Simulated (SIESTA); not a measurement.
## N under changes of volume

One of the cells (24.580 Å³/atom); the others are scaled copies at fixed shape and fractional positions:

```
CELL_PARAMETERS angstrom
5.81510 0.00000 0.00000
0.00000 5.81510 0.00000
0.00000 0.00000 5.81510
ATOMIC_POSITIONS crystal
N 0.04586 0.45414 0.54586
N 0.45414 0.54586 0.04586
N 0.54586 0.04586 0.45414
N 0.95414 0.95414 0.95414
N 0.93610 0.56390 0.43610
N 0.56390 0.43610 0.93610
N 0.43610 0.93610 0.56390
N 0.06390 0.06390 0.06390
```

```yaml
Program: SIESTA 5.4.2
Functional: LDA
Potentials_or_basis: PseudoDojo 0.4 standard (LDA files)
Basis: DZP (energy shift 0.003 Ry)
Grid_cutoff: 800 Ry
Energy_shift: 0.003 Ry
k_mesh: 4 × 4 × 4
Occupations: fermi-dirac, width 0.05 eV
Spin: no spin polarisation
```

| volume (Å³/atom) | energy over the lowest point (meV/atom) | pressure (GPa) | gap on the mesh (eV) | largest force (eV/Å) |
| --- | --- | --- | --- | --- |
| 23.105 | 50.41 | 7.3 | 7.62 | 7.232 |
| 23.597 | 30.67 | 5.5 | 7.56 | 5.855 |
| 24.088 | 16.20 | 3.9 | 7.50 | 4.565 |
| 24.580 | 6.54 | 2.4 | 7.45 | 3.354 |
| 25.072 | ? | ? | ? | ? |
| 25.563 | 0.00 | -0.2 | 7.33 | 1.151 |
| 26.055 | 2.38 | -1.3 | 7.27 | 0.149 |

Problem. What does the run at 25.072 Å³/atom give?

Solution. Energy over the lowest point 1.27 meV/atom; pressure 1.0 GPa; gap on the mesh 7.39 eV; largest force 2.218 eV/Å.

Worked out: A Birch-Murnaghan fit of order 3 (a polynomial in V^(-2/3)) to the other rows has its minimum at 25.48 Å³/atom with B0 = V·E''(V) = 63 GPa and B' = 3.7 at fixed shape and positions, which overstates the stiffness. It gives 1.26 meV/atom at 25.072 Å³/atom, against the run's 1.27, and -dE/dV = 1.0 GPa, against 1.0. A straight line through the other rows of the gap, of slope -2.9 eV per unit of ln V, gives 7.39 eV, against the run's 7.39.

Energies are extrapolated to zero smearing.

Caveats: the basis of atomic orbitals isn't converged, which shifts pressures, moduli and gaps; forces of over 1 eV/Å show positions far from the minimum, so gaps and moduli don't describe the material at rest (some runs).

A mesh can miss the band edges.
